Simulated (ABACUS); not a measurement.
# NbAs (I4_1md) in ABACUS: runs at scaled volumes

Single points of NbAs at other volumes, in PBEsol.

Program: ABACUS 3.10.1. These are calculated values, not measurements. Logs are shortened: lines on timing, memory, paths and dates and some standing lists are left out, and cuts for length are marked.

**1. The undisturbed crystal**

Symmetry: I4_1md, No. 109, tetragonal system. Conventional cell: a = 3.452 Å, b = 3.452 Å, c = 11.680 Å, α = 90.00°, β = 90.00°, γ = 90.00°. Nb (site symmetry 2mm) is surrounded by 6 As at 2.60 to 2.63 Å. As (site symmetry 2mm) has 6 Nb at 2.60 to 2.63 Å as nearest neighbours.

**2. Equation of state, PBEsol, 16.35 Å³/atom (volume scaled by 0.94)**

Input file INPUT:

```
INPUT_PARAMETERS
suffix              NbAs
calculation         scf
basis_type          pw
pseudo_dir          ./
symmetry            1
dft_functional      pbesol
ecutwfc             84
pseudo_rcut         7
nspin               1
nbands              34
ks_solver           dav
smearing_method     fd
smearing_sigma      0.00367493
scf_thr             1e-08
scf_nmax            100
mixing_type         broyden
mixing_beta         0.7
cal_force           1
cal_stress          1
kpar                4
```

Input file STRU:

```
ATOMIC_SPECIES
Nb 92.9064 Nb.upf
As 74.9216 As.upf

LATTICE_CONSTANT
1.8897261246

LATTICE_VECTORS
-1.6906186857 1.6906186857 5.7207828749
1.6906186857 -1.6906186857 5.7207828749
1.6906186857 1.6906186857 -5.7207828749

ATOMIC_POSITIONS
Direct

Nb
0.0
2
0.5000000000 0.0000000000 0.5000000000 1 1 1
0.7500000000 0.7500000000 0.0000000000 1 1 1

As
0.0
2
0.9160000000 0.4160000000 0.5000000000 1 1 1
0.1660000000 0.1660000000 0.0000000000 1 1 1
```

Input file KPT:

```
K_POINTS
0
Gamma
11 11 11 0 0 0
```

Potentials or basis: PseudoDojo NC SR 0.4.1 PBEsol standard, plane waves.

Command:

```console
OMP_NUM_THREADS=1 mpirun -np 4 abacus > log
```

running log:

```text
ABACUS v3.10.1

               Atomic-orbital Based Ab-initio Computation at UStc

 ------------------------------------------------------------------------------------

 READING GENERAL INFORMATION
                           global_out_dir = OUT.NbAs/
                           global_in_card = INPUT
                               pseudo_dir = ./
                              orbital_dir =
                                    DSIZE = 4
                                    GSIZE = 1

 READING UNITCELL INFORMATION
                                    ntype = 2
                  lattice constant (Bohr) = 1.88973
              lattice constant (Angstrom) = 1

 READING ATOM TYPE 1
                               atom label = Nb
                      L=0, number of zeta = 1
                      L=1, number of zeta = 1
                      L=2, number of zeta = 1
             number of atom for this type = 2

 READING ATOM TYPE 2
                               atom label = As
                      L=0, number of zeta = 1
                      L=1, number of zeta = 1
                      L=2, number of zeta = 1
             number of atom for this type = 2

                        TOTAL ATOM NUMBER = 4
DIRECT COORDINATES
    atom                   x                   y                   z     mag                  vx                  vy                  vz
taud_Nb1            0.5000000000        0.0000000000        0.5000000000  0.0000        0.0000000000        0.0000000000        0.0000000000
taud_Nb2            0.7500000000        0.7500000000        0.0000000000  0.0000        0.0000000000        0.0000000000        0.0000000000
taud_As1            0.9160000000        0.4160000000        0.5000000000  0.0000        0.0000000000        0.0000000000        0.0000000000
taud_As2            0.1660000000        0.1660000000        0.0000000000  0.0000        0.0000000000        0.0000000000        0.0000000000

                          Volume (Bohr^3) = 441.371
                             Volume (A^3) = 65.4043

 Lattice vectors: (Cartesian coordinate: in unit of a_0)
             -1.69062            +1.69062            +5.72078
             +1.69062            -1.69062            +5.72078
             +1.69062            +1.69062            -5.72078
 Reciprocal vectors: (Cartesian coordinate: in unit of 2 pi/a_0)
                   +0            +0.29575          +0.0874006
             +0.29575                  +0          +0.0874006
             +0.29575            +0.29575                  +0
 The esolver type has been set to : ksdft_pw

                PAO radial cut off (Bohr) = 7

 Read in pseudopotential file is Nb.upf
                     pseudopotential type = NC
          exchange-correlation functional = PBESOL
                 nonlocal core correction = 1
                        valence electrons = 13
                                     lmax = 2
                           number of zeta = 4
                     number of projectors = 6
                           L of projector = 0
[... 5 lines left out ...]
                PAO radial cut off (Bohr) = 7

 Read in pseudopotential file is As.upf
                     pseudopotential type = NC
          exchange-correlation functional = PBESOL
                 nonlocal core correction = 1
                        valence electrons = 15
                                     lmax = 2
                           number of zeta = 3
                     number of projectors = 6
                           L of projector = 0
                           L of projector = 0
                           L of projector = 1
                           L of projector = 1
                           L of projector = 2
                           L of projector = 2
     initial pseudo atomic orbital number = 38

 SETUP THE ELECTRONS NUMBER
            electron number of element Nb = 13
      total electron number of element Nb = 26
            electron number of element As = 15
      total electron number of element As = 30
            AUTOSET number of electrons:  = 56
                           occupied bands = 28
                                   NBANDS = 34
                                   NLOCAL = 36

%%%%%%%%%%%%%%%%%%%%%%%%%%%%%%%%%%%%%%%%%%%%%%%%%%%%%%%%%%%%%%%%%%%%%%%%%%%%%%%%%%%%%%%%%%%%%%%%%%%%%%%%%%
 Warning: the number of valence electrons in pseudopotential > 5 for Nb: [Kr] 4d4 5s1
 Warning: the number of valence electrons in pseudopotential > 5 for As: [Ar] 3d10 4s2 4p3
 Pseudopotentials with additional electrons can yield (more) accurate outcomes, but may be less efficient.
 If you're confident that your chosen pseudopotential is appropriate, you can safely ignore this warning.
%%%%%%%%%%%%%%%%%%%%%%%%%%%%%%%%%%%%%%%%%%%%%%%%%%%%%%%%%%%%%%%%%%%%%%%%%%%%%%%%%%%%%%%%%%%%%%%%%%%%%%%%%%

 SETUP THE PLANE WAVE BASIS
 energy cutoff for charge/potential (unit:Ry) = 336
            fft grid for charge/potential = [ 72, 72, 72 ]
                        fft grid division = [ 1, 1, 1 ]
[... 77 lines left out ...]
                     BRAVAIS LATTICE NAME = 06. Tetrogonal I (body-centered)
                                    ibrav = 6
                       right hand lattice = 1
(for k-lattice: )
                             BRAVAIS TYPE = 6
                     BRAVAIS LATTICE NAME = 06. Tetrogonal I (body-centered)
                                    ibrav = 6
                       right hand lattice = 1
                        ROTATION MATRICES = 16
                               nkstot_ibz = 126
K-POINTS REDUCTION ACCORDING TO SYMMETRY
     IBZ    DIRECT_X    DIRECT_Y    DIRECT_Z  WEIGHT  ibz2bz
       1  0.00000000  0.00000000  0.00000000  0.0008       0
       2 -0.09090909  0.00000000  0.09090909  0.0060       1
       3 -0.18181818  0.00000000  0.18181818  0.0060       2
       4 -0.27272727  0.00000000  0.27272727  0.0060       3
       5 -0.36363636  0.00000000  0.36363636  0.0060       4
       6 -0.45454545  0.00000000  0.45454545  0.0060       5
[... 22 lines left out ...]
      29 -0.27272727  0.36363636 -0.09090909  0.0120      40
      30 -0.27272727  0.27272727  0.00000000  0.0030      41
[... 96 further k points ...]

                               nkstot now = 126
[... K-POINTS DIRECT COORDINATES: 126 rows ...]

           k-point number in this process = 32
       minimum distributed K point number = 31
[... stars of the k points ...]

[... K-POINTS CARTESIAN COORDINATES: 32 rows ...]

[... K-POINTS DIRECT COORDINATES: 32 rows ...]

 SETUP PLANE WAVES FOR WAVE FUNCTIONS
     energy cutoff for wavefunc (unit:Ry) = 84
              fft grid for wave functions = [ 72, 72, 72 ]
                    number of plane waves = 7907
                         number of sticks = 809

 PARALLEL PW FOR WAVE FUNCTIONS
     PROC   COLUMNS(POT)             PW
        1            809           7907
 --------------- sum -------------------
        1            809           7907

 SETUP NONLOCAL PSEUDOPOTENTIALS IN PLANE WAVE BASIS
 Nb non-local projectors:
 projector 1 L=0
 projector 2 L=0
 projector 3 L=1
 projector 4 L=1
 projector 5 L=2
 projector 6 L=2
 As non-local projectors:
 projector 1 L=0
 projector 2 L=0
 projector 3 L=1
 projector 4 L=1
 projector 5 L=2
 projector 6 L=2
      TOTAL NUMBER OF NONLOCAL PROJECTORS = 72

 Init Non-Local PseudoPotential table :
 Init Non-Local-Pseudopotential done.

                                     npwx = 5759

 Make real space PAO into reciprocal space.
       max mesh points in Pseudopotential = 701
     dq(describe PAO in reciprocal space) = 0.01
                                    max q = 1104

 number of pseudo atomic orbitals for Nb is 4
WARNING: norm of atomic wavefunction # 3 of atomic type Nb is 0.997934, renormalized
WARNING: norm of atomic wavefunction # 4 of atomic type Nb is 0.98691, renormalized

 number of pseudo atomic orbitals for As is 3
WARNING: norm of atomic wavefunction # 2 of atomic type As is 0.99998, renormalized
WARNING: norm of atomic wavefunction # 3 of atomic type As is 0.998504, renormalized

 -------------------------------------------
 SELF-CONSISTENT
 -------------------------------------------

                                 init_chg = atomic

 PW ALGORITHM --------------- ION=   1  ELEC=   1--------------------------------

 Notice: Threshold on eigenvalues was too large.
 hsover_error=0.56 > DRHO=0.477245
 Origin diag ethr = 0.01
 New diag ethr = 0.000852224

 Density error is 0.477694160018
                          Error Threshold = 0.000852223835079
----------------------------------------------------------
     Energy           Rydberg                 eV
----------------------------------------------------------
 E_KohnSham     -672.7745082020      -9153.5667806952
 E_Harris       -675.7038371314      -9193.4223454514
 E_Fermi        1.3643845910         18.5634047008
----------------------------------------------------------
[... 75 lines left out ...]
 Density error is 1.17783873284e-09
                          Error Threshold = 4.28135105811e-11
----------------------------------------------------------
     Energy           Rydberg                 eV
----------------------------------------------------------
 E_KohnSham     -672.9532941518      -9155.9992883343
 E_KS(sigma->0) -672.9530791758      -9155.9963634361
 E_Harris       -672.9531122755      -9155.9968137800
 E_band         -30.0639417837       -409.0409125980
 E_one_elec     -196.4306253218      -2672.5757660790
 E_Hartree      135.2114622504       1839.6463215178
 E_xc           -146.5269097340      -1993.6008827147
 E_Ewald        -465.2067913945      -6329.4631112619
 E_entropy(-TS) -0.0004299520        -0.0058497966
 E_descf        0.0000000000         0.0000000000
 E_exx          0.0000000000         0.0000000000
 E_Fermi        1.3005210519         17.6944966752
----------------------------------------------------------

 charge density convergence is achieved
 final etot is -9155.9992883 eV
 EFERMI = 17.694496675 eV

 STATE ENERGY(eV) AND OCCUPATIONS    NSPIN == 1
 1/32 kpoint (Cartesian) = 0.0000 0.0000 0.0000 (5759 pws)
       1       -37.1879     0.00150263
       2       -37.1493     0.00150263
       3       -17.9369     0.00150263
       4       -17.9369     0.00150263
       5       -17.9097     0.00150263
       6       -17.9085     0.00150263
[... 206 lines left out ...]
      33        20.6870    1.22309e-28
      34        21.5109    8.52826e-36

[... levels at 26 further k points ...]

------------------------------------------------------------------------------------------
 TOTAL-FORCE (eV/Angstrom)
------------------------------------------------------------------------------------------
                       Nb1         0.0000000000         0.0000000000        -0.3731366705
                       Nb2         0.0000000000         0.0000000000        -0.3731366705
                       As1         0.0000000000         0.0000000000         0.3731366705
                       As2         0.0000000000         0.0000000000         0.3731366705
------------------------------------------------------------------------------------------

----------------------------------------------------------------
 TOTAL-STRESS (KBAR)
----------------------------------------------------------------
        98.5543194084        -0.0000000000         0.0000000000
        -0.0000000000        98.5543194084        -0.0000000000
        -0.0000000000        -0.0000000000        95.3567030498
----------------------------------------------------------------
 TOTAL-PRESSURE: 97.488447 KBAR

 --------------------------------------------
 !FINAL_ETOT_IS -9155.9992883343493304 eV
 --------------------------------------------
```

It took 11 min on 4 MPI ranks of Intel Xeon Platinum 8259CL at 2.50GHz (Skylake/Cascade Lake), shared host; peak memory 1 GiB.

Results:

- Free energy: -9155.9993 eV
- Pressure: 9.7 GPa
- Largest force: 0.373 eV/Å
- Band gap on the k mesh: 0.03 eV, indirect (least direct gap 0.09 eV)

Caveat: there are fewer bands than atomic start orbitals, so a level may be missed at k points of high symmetry; an odd mesh through Γ misses points on the zone boundary, where band edges often lie.

**3. Equation of state, PBEsol, 16.70 Å³/atom (volume scaled by 0.96)**

INPUT is that of step 2.

STRU: that of step 2 with these lines changed.

```diff
@@ -8,5 +8,5 @@
 LATTICE_VECTORS
--1.6906186857 1.6906186857 5.7207828749
-1.6906186857 -1.6906186857 5.7207828749
-1.6906186857 1.6906186857 -5.7207828749
+-1.7025248434 1.7025248434 5.7610714056
+1.7025248434 -1.7025248434 5.7610714056
+1.7025248434 1.7025248434 -5.7610714056
```

KPT is that of step 2.

Potentials or basis: PseudoDojo NC SR 0.4.1 PBEsol standard, plane waves.

Command:

```console
OMP_NUM_THREADS=1 mpirun -np 4 abacus > log
```

Wall time 12 min (4 MPI ranks of Intel Xeon Platinum 8259CL at 2.50GHz (Skylake/Cascade Lake), shared host); peak memory 1.1 GiB.

It converged, with:

| Quantity | Value |
| --- | --- |
| Free energy | -9156.0644 eV |
| Pressure | 5.3 GPa |
| Largest force | 0.343 eV/Å |
| Band gap on the k mesh | 0.03 eV, indirect (least direct gap 0.08 eV) |

Caveat: there are fewer bands than atomic start orbitals, so a level may be missed at k points of high symmetry; an odd mesh through Γ misses points on the zone boundary, where band edges often lie.

**4. Equation of state, PBEsol, 17.05 Å³/atom (volume scaled by 0.98)**

INPUT is that of step 3.

STRU: that of step 3 with these lines changed.

```diff
@@ -8,5 +8,5 @@
 LATTICE_VECTORS
--1.7025248434 1.7025248434 5.7610714056
-1.7025248434 -1.7025248434 5.7610714056
-1.7025248434 1.7025248434 -5.7610714056
+-1.7142667651 1.7142667651 5.8008041881
+1.7142667651 -1.7142667651 5.8008041881
+1.7142667651 1.7142667651 -5.8008041881
```

KPT is that of step 3.

Command:

```console
OMP_NUM_THREADS=1 mpirun -np 4 abacus > log
```

It took 11 min on 4 MPI ranks of Intel Xeon Platinum 8259CL at 2.50GHz (Skylake/Cascade Lake), shared host; peak memory 1.1 GiB.

Results (log left out):

```
Free energy            : -9156.0930 eV
Pressure               : 1.3 GPa
Largest force          : 0.316 eV/Å
Band gap on the k mesh : none (metal or under the smearing width)
```

Caveat: there are fewer bands than atomic start orbitals, so a level may be missed at k points of high symmetry.
